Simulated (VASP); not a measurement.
# GaSb (F-43m) in VASP: notebook, part 2 of 2

VASP 6.6.1. Earlier steps stand in the parts before.

**3. Single point, PBE**

This run uses another cell than the first one, of 30.07 Å³/atom, 1.043 times its volume.

Contents of INCAR:

```
SYSTEM = GaSb
  PREC = Accurate
  ENCUT = 520
  EDIFF = 1E-6
  ISMEAR = -1
  SIGMA = 0.01
  LREAL = .False.
  LASPH = .True.
  NELM = 60
  ALGO = Normal
  ISIF = 2
  LWAVE = .False.
  LCHARG = .True.
  GGA = PE
  LELF = .True.
  LVHAR = .True.
  NBANDS = 16
```

Contents of KPOINTS:

```
Automatic mesh
0
Gamma
  6 6 6
  0 0 0
```

Contents of POSCAR:

```
GaSb
1.0
    0.0000000000      3.1096910830      3.1096910830
    3.1096910830      0.0000000000      3.1096910830
    3.1096910830      3.1096910830      0.0000000000
Ga Sb
1 1
Direct
    0.0000000000      0.0000000000      0.0000000000
    0.2500000000      0.2500000000      0.2500000000
```

Potentials or basis: VASP PAW PBE potentials, release 64 (Ga_d, Sb).

Launch:

```bash
> cat potpaw_PBE.64/Ga_d/POTCAR potpaw_PBE.64/Sb/POTCAR > POTCAR
> mpirun -np 1 vasp_std > vasp.out
```

OUTCAR:

```text
SYSTEM = GaSb
   PREC = Accurate
   ENCUT = 520
   EDIFF = 1E-6
   ISMEAR = -1
   LREAL = .False.
   LASPH = .True.
   NELM = 60
   ISIF = 2
   GGA = PE

 ion  position               nearest neighbor table
   1  0.000  0.000  0.000-   2 2.69   2 2.69   2 2.69   2 2.69
   2  0.250  0.250  0.250-   1 2.69   1 2.69   1 2.69   1 2.69

  LATTYP: Found a face centered cubic cell.
 ALAT       =     6.2193821660

  Lattice vectors:

 A1 = (   0.0000000000,   3.1096910830,   3.1096910830)
 A2 = (   3.1096910830,   0.0000000000,   3.1096910830)
 A3 = (   3.1096910830,   3.1096910830,   0.0000000000)

Analysis of symmetry for initial positions (statically):
=====================================================================
 Subroutine PRICEL returns:
 Original cell was already a primitive cell.

 Routine SETGRP: Setting up the symmetry group for a
 face centered cubic supercell.

 Subroutine GETGRP returns: Found 24 space group operations
 (whereof 24 operations were pure point group operations)
 out of a pool of 48 trial point group operations.

The static configuration has the point symmetry T_d .

Analysis of symmetry for dynamics (positions and initial velocities):
=====================================================================
 Subroutine PRICEL returns:
 Original cell was already a primitive cell.

 Routine SETGRP: Setting up the symmetry group for a
 face centered cubic supercell.

 Subroutine GETGRP returns: Found 24 space group operations
 (whereof 24 operations were pure point group operations)
 out of a pool of 48 trial point group operations.

The dynamic configuration has the point symmetry T_d .

 Subroutine INISYM returns: Found 24 space group operations
 (whereof 24 operations are pure point group operations),
 and found     1 'primitive' translations
[... 99 lines left out ...]
   EMIN   =  10.00;   EMAX   =-10.00  energy-range for DOS
   EFERMI =   0.00;   METHOD = LEGACY
   ISMEAR =    -1;   SIGMA  =   0.01  broadening in eV -4-tet -1-fermi 0-gaus
   EFERMI_NEDOS =   21; number of points for ismear=-14 and -15
   IALGO  =     38    algorithm
   IMIX   =      4    mixing-type and parameters
     AMIX     =   0.40;   BMIX     =  1.00
     AMIX_MAG =   1.60;   BMIX_MAG =  1.00
  volume/ion in A,a.u.               =      30.07       202.93
  Fermi-wavevector in a.u.,A,eV,Ry     =   1.095061  2.069366 16.315551  1.199159
  Thomas-Fermi vector in A             =   2.231378
   LORBIT       =      0    0 simple, 1 ext, 2 COOP (PROOUT), +10 PAW based schemes
   GGA     = PE    functional components
   LHFCALC =     F    Hartree Fock is set to
   AEXX    =    0.0000 exact exchange contribution
   IVDW    =     0    specifies the selected vdW correction
   LEPSILON=     F    determine dielectric tensor
   LRPA    =     F    only Hartree local field effects (RPA)
 non-spin polarized calculation
  energy-cutoff  :      520.00
  volume of cell :       60.14
 maximum number of plane-waves:      1639
 NGX is ok and might be reduce to    36
   NGX = 17   NGY = 17   NGZ = 17

 number of electron      17.9999991 magnetization

 Free energy of the ion-electron system (eV)
  ---------------------------------------------------
  ext. energy  EPLUGINS =         0.00000000
  ---------------------------------------------------
  free energy    TOTEN  =        -7.34314848 eV

  energy without entropy =       -7.34297167  energy(sigma->0) =       -7.34306007

 E-fermi :   4.3942     XC(G=0):  -8.8696

 val. band max:        4.3873059179   @ k =   0.0000   0.0000   0.0000
 cond. band min:       4.6903955806   @ k =   0.5000   0.0000   0.0000
 fundamental gap:      0.3030896627
 Fermi energy:         4.3942369862

 k-point     1 :       0.0000    0.0000    0.0000
  band No.  band energies     occupation
      1     -10.5631      2.00000
      2     -10.5631      2.00000
      3     -10.5631      2.00000
      4     -10.5207      2.00000
      5     -10.5207      2.00000
      6      -6.7572      2.00000
[... 281 lines left out ...]
      3     -10.5436      2.00000
      4     -10.5270      2.00000
      5     -10.5190      2.00000
      6      -4.4684      2.00000
[... 8 lines left out ...]
     15      14.1502      0.00000
     16      15.4995      0.00000

------------------------ aborting loop because EDIFF is reached ----------------------------------------

  FORCE on cell =-STRESS in cart. coord.  units (eV):
  Direction    XX          YY          ZZ          XY          YZ          ZX
  --------------------------------------------------------------------------------------
  -------------------------------------------------------------------------------------
  Total        0.0165314      0.0165314      0.0165314      0.0000000      0.0000000     -0.0000000
  in kB        0.4403915      0.4403915      0.4403915      0.0000000      0.0000000     -0.0000000
  external PRESSURE =       0.4403915 kB  Pullay stress =       0.0000000 kB

 VOLUME and BASIS-vectors are now :
 -----------------------------------------------------------------------------
  energy-cutoff  :      520.00
  volume of cell :       60.14
      direct lattice vectors                 reciprocal lattice vectors
     0.000000000  3.109691083  3.109691083    -0.160787675  0.160787675  0.160787675
     3.109691083  0.000000000  3.109691083     0.160787675 -0.160787675  0.160787675
     3.109691083  3.109691083  0.000000000     0.160787675  0.160787675 -0.160787675

 POSITION                                       TOTAL-FORCE (eV/Angst)
 -----------------------------------------------------------------------------------
      0.00000      0.00000      0.00000        -0.000000     -0.000000     -0.000000
      1.55485      1.55485      1.55485         0.000000      0.000000      0.000000
 -----------------------------------------------------------------------------------
    total drift:                                0.000001      0.000001      0.000001

  FREE ENERGIE OF THE ION-ELECTRON SYSTEM (eV)
  ---------------------------------------------------
  free  energy   TOTEN  =        -7.3431484796 eV

  energy  without entropy=       -7.3429716701  energy(sigma->0) =       -7.34306007
```

OSZICAR:

```text
N       E                     dE             d eps       ncg     rms          rms(c)
DAV:   1     0.792342787617E+02    0.79234E+02   -0.84492E+03   520   0.134E+03
DAV:   2    -0.121418218831E+01   -0.80448E+02   -0.77465E+02   616   0.287E+02
DAV:   3    -0.728336210374E+01   -0.60692E+01   -0.60541E+01   600   0.636E+01
DAV:   4    -0.738984558558E+01   -0.10648E+00   -0.10646E+00   656   0.939E+00
DAV:   5    -0.739248495960E+01   -0.26394E-02   -0.26393E-02   664   0.131E+00    0.299E+00
DAV:   6    -0.735239266747E+01    0.40092E-01   -0.62941E-02   752   0.379E+00    0.179E+00
DAV:   7    -0.734150448458E+01    0.10888E-01   -0.36041E-02   592   0.149E+00    0.348E-01
DAV:   8    -0.734256284931E+01   -0.10584E-02   -0.43906E-03   688   0.736E-01    0.765E-02
DAV:   9    -0.734307422931E+01   -0.51138E-03   -0.65910E-04   584   0.204E-01    0.309E-02
DAV:  10    -0.734313188046E+01   -0.57651E-04   -0.57593E-05   640   0.434E-02    0.881E-03
DAV:  11    -0.734314760560E+01   -0.15725E-04   -0.23184E-05   600   0.338E-02    0.608E-03
DAV:  12    -0.734314878103E+01   -0.11754E-05   -0.20144E-06   608   0.845E-03    0.192E-03
DAV:  13    -0.734314847959E+01    0.30144E-06   -0.99471E-08   448   0.314E-03
   1 F= -.73431485E+01 E0= -.73430601E+01  d E =-.176809E-03
```

stdout:

```text
POSCAR found type information on POSCAR GaSb
 POSCAR found :  2 types and       2 ions
 scaLAPACK will be used
 LDA part: xc-table for (Slater+PW92), standard interpolation
 POSCAR, INCAR and KPOINTS ok, starting setup
 FFT: planning ... GRIDC
 FFT: planning ... GRID_SOFT
 FFT: planning ... GRID
 WAVECAR not read
 entering main loop
```

Run time: 8.7 s. Hardware: 1 thread of Intel Xeon 6975P-C (Granite Rapids), shared host; peak memory 0.2 GiB.

What came out:

```
Free energy            : -7.3431 eV
Pressure               : 0.0 GPa
Band gap on the k mesh : zero (filled and empty bands touch)
```

Caveat: spin-orbit coupling is left out, which moves the levels of the heavy elements.

**4. How close it comes**

Step 2. Measured gap of GaSb: 0.811 eV (direct; 4.2 K; a printed reference work, data compilation). This calculation gives 0.00 eV (-0.81 eV). Spin-orbit coupling on Ga, Sb is left out. The value is that of PBE+D3(BJ) on a finite k mesh, which can miss the band edges, without temperature or zero-point motion. Semilocal functionals fall short of measured gaps as a rule.

Step 3. A measured gap of GaSb is 0.811 eV (direct; 4.2 K; a printed reference work, data compilation); the calculated 0.00 eV misses it by -0.81 eV. Spin-orbit coupling on Ga, Sb is left out. The value is that of PBE on a finite k mesh, which can miss the band edges, without temperature or zero-point motion. Semilocal functionals fall short of measured gaps as a rule.
